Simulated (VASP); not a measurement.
AlN, 4 atoms in the cell. Symmetry: Fm-3m, No. 225, cubic system. Conventional cell: a = 3.956 Å, b = 3.956 Å, c = 3.956 Å, α = 90.00°, β = 90.00°, γ = 90.00°. Al (site symmetry m-3m) has 6 N at 1.98 Å as nearest neighbours. Around N (site symmetry m-3m) lie 6 Al at 1.98 Å. The cell was built by a generator and needn't be a form met in nature.

* Program: VASP 6.6.1
* Task: single point
* Functional: PBEsol
* Potentials or basis: VASP PAW PBE potentials, release 64 (Al, N)
* Cutoff: 520 eV
* k mesh: 9 × 9 × 7
* Occupations: gaussian, width 0.01 eV
* Spin: no spin polarisation
* Dipole correction: no
* Further INCAR settings: ALGO = Normal; EDIFF = 1e-06; NBANDS = 16

Potentials or basis: VASP PAW PBE potentials, release 64 (Al, N).

Run with:

```sh
$ cat potpaw_PBE.64/Al/POTCAR potpaw_PBE.64/N/POTCAR > POTCAR
$ mpirun -np 1 vasp_std > vasp.out
```

Hardware: 1 thread of AMD EPYC 9R45 96-Core Processor (Zen 5) (shared host).

Problem. Estimate the wall time of this run.

Solution. Wall time 24 s on 1 thread of AMD EPYC 9R45 96-Core Processor (Zen 5), on a shared host, peak memory 0.14 GiB. Counts: scf iterations 12, k points 100.
